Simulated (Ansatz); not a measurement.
Input of an Ansatz 0.2.0 run:

Contents of input.yaml:

```yaml
crystal:
  lattice:
    - [5.0803194, 0.0, 0.0]
    - [0.0, 5.16486745, 0.0]
    - [0.0, 0.0, 4.89088365]
  atoms:
    - { symbol: Hf, position: [0.22259082, 0.78179958, 0.27206794] }
    - { symbol: Hf, position: [0.72259082, 0.71820042, 0.72793206] }
    - { symbol: Hf, position: [0.77740918, 0.21820042, 0.27206794] }
    - { symbol: Hf, position: [0.27740918, 0.28179958, 0.72793206] }
    - { symbol: O, position: [0.18681532, 0.16364878, 0.10453462] }
    - { symbol: O, position: [0.68681532, 0.33635122, 0.89546538] }
    - { symbol: O, position: [0.81318468, 0.83635122, 0.10453462] }
    - { symbol: O, position: [0.31318468, 0.66364878, 0.89546538] }
    - { symbol: O, position: [0.0, 0.5, 0.48905445] }
    - { symbol: O, position: [0.5, 0.0, 0.51094555] }
    - { symbol: O, position: [0.0, 0.0, 0.57562499] }
    - { symbol: O, position: [0.5, 0.5, 0.42437501] }
hamiltonian:
  xc: pbesol
  pseudopotentials: { kind: paw }
  hubbard: { sites: [{ species: Hf, l: d, u_eff: 1.0 }] }
kpoints:
  mp_grid: { grid: [5, 5, 6] }
  band_path:
    path:
      - [[0.0, 0.0, 0.0], [0.0, 0.0, 0.5], [0.5, 0.0, 0.5], [0.5, 0.0, 0.0], [0.0, 0.0, 0.0], [0.0, 0.5, 0.0], [0.0, 0.5, 0.5], [0.5, 0.5, 0.5], [0.5, 0.5, 0.0], [0.0, 0.5, 0.0]]
      - [[0.5, 0.0, 0.0], [0.5, 0.5, 0.0]]
      - [[0.0, 0.5, 0.5], [0.0, 0.0, 0.5]]
      - [[0.5, 0.0, 0.5], [0.5, 0.5, 0.5]]
    npoints: 10
scf:
  occupations: { method: fermi_dirac, width: 0.05 }
  n_extra_bands: 30
output:
  forces: true
  stress: true
  eigenvalues: true
  fatbands: true
```

Potentials or basis: Ansatz PAW.

Launch:

```bash
$ ansatz run input.yaml --threads 4 --pin off --max-ram 11264MiB --backend cpu --events-out ev --progress --plain --runs-dir out
```

Predict the band gap on the k mesh.

3.94 eV, direct.

What does it give for the largest force?

0.180 eV/Å.

Stress tensor (GPa, compression positive):
```
2.43 0.00 0.00
0.00 3.04 0.00
0.00 0.00 3.57
```

Caveat: the pressure holds a Pulay correction of +0.9 GPa for the finite cutoff; spin-orbit coupling is left out, which moves the levels of the heavy elements; the PAW data sets come from PBE, with cores solved anew for the run's functional, which leaves a small shift of forces and pressure.
